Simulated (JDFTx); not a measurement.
# Ta: equation of state with LDA

**Measured values to compare with.**

“Pressure effects on the electronic structure and superconductivity of (TaNb)0.67(HfZrTi)0.33 high entropy alloy”, 2019, arxiv:1910.08312 quotes, for a bulk crystal of Ta: bulk modulus 194 GPa.

The system is Ta.

```
Ta
1.0
    -1.65128    1.65128    1.65128
     1.65128   -1.65128    1.65128
     1.65128    1.65128   -1.65128
Ta
1
Direct
  0.00000 0.00000 0.00000
```

| Quantity | Value |
| --- | --- |
| Program | JDFTx 1.7.0 (patched build) |
| Task | equation of state |
| Functional | LDA |
| Potentials or basis | PseudoDojo-SR-LDA-0.4.1-standard with smoothed tails |
| Cutoff | 789 eV |
| Density cutoff | 3157 eV |
| k mesh | 11 × 11 × 11 |
| Occupations | fermi-dirac, width 0.05 eV |
| Spin | no spin polarisation |

| Quantity | Value |
| --- | --- |
| Equilibrium volume | 17.09 Å³/atom |
| Bulk modulus | 229 GPa |
| Pressure derivative of the bulk modulus | 4.4 |

Energy against volume, from the lowest point:
| volume (Å³/atom) | energy (meV/atom) |
| --- | --- |
| 16.930 | 0.00 |
| 17.290 | 0.45 |
| 17.650 | 11.08 |
| 18.010 | 30.81 |
| 18.371 | 58.68 |
| 18.731 | 93.79 |
| 19.091 | 135.39 |

Against the measured bulk modulus of Ta, 194 GPa (quoted in “Pressure effects on the electronic structure and superconductivity of (TaNb)0.67(HfZrTi)0.33 high entropy alloy”, 2019, arxiv:1910.08312), the calculated 229 GPa is off by +17.8 %. The fit is for a static lattice scaled at fixed shape and fixed fractional positions.

The run has no spin-orbit coupling, so splittings on Ta are missing. LDA usually gives volumes a few per cent too small.
